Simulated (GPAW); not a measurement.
Runs of GPAW 26.7.0 on PbS (Galena). The structure is cubic, space group Fm-3m (No. 225). The conventional cell has a = 5.931 Å, b = 5.931 Å, c = 5.931 Å, α = 90.00°, β = 90.00°, γ = 90.00°. Around Pb (site symmetry m-3m) lie 6 S at 2.97 Å. S (site symmetry m-3m) is surrounded by 6 Pb at 2.97 Å. 

| task | level | potentials or basis | spin | k mesh | band path | band points | eigensolver | spin axis theta (degrees) | spin axis phi (degrees) | gap on the mesh (eV) | pressure (GPa) |
| --- | --- | --- | --- | --- | --- | --- | --- | --- | --- | --- | --- |
| band structure | LDA | PAW data sets generated in the run's folder for this functional, pw | off | 6 × 6 × 6 | GXWKGLUWLK,UX | 100 | - | - | - | 0.19 | (a) |
| band structure | TPSS | GPAW PAW data sets (gpaw-data 1.2.1), pw | SOC, no magnetisation | 6 × 6 × 6 | GXWKGLUWLK,UX | 100 | davidson | 90 | 0 | 0.22 | (b) |
| band structure | r2SCAN | GPAW PAW data sets (gpaw-data 1.2.1), pw | SOC, no magnetisation | 6 × 6 × 6 | GXWKGLUWLK,UX | 60 | - | 90 | 0 | 0.04 | 1.1 |
| band structure | r2SCAN | GPAW PAW data sets (gpaw-data 1.2.1), pw | off | 8 × 8 × 8 | GXWKGLUWLK,UX | 100 | - | - | - | 0.56 | 1.1 |
| band structure | optB88-vdW | GPAW PAW data sets (gpaw-data 1.2.1), pw | SOC, no magnetisation | 6 × 6 × 6 | GXWKGLUWLK,UX | 80 | - | 0 | 0 | 0.26 | - |
| band structure | r2SCAN | GPAW PAW data sets (gpaw-data 1.2.1), pw | SOC, no magnetisation | 6 × 6 × 6 | GXWKGLUWLK,UX | 80 | - | 90 | 0 | 0.04 | 1.1 |

Alike in all rows: cell as given; cutoff (eV) 600; smearing fermi-dirac 0.05 eV.

**Question.** Fill in the values left out.

**Answer.** (a) -2.9; (b) 1.4.

Caveats: the PAW data sets were made with another functional, which shifts forces and pressure a little (some runs); spin-orbit coupling was added after a scalar SCF, so levels and gaps hold it while energy, forces, pressure and moments don't (some runs); this program's spin-orbit splittings come out too wide for heavy elements (some runs); spin-orbit coupling is left out, which as a rule narrows the gap of such compounds by several tenths of an eV (some runs).

A k mesh can miss the band edges, and rows without SOC leave out spin-orbit coupling on Pb.

Runs at the PBE level aren't shown here.
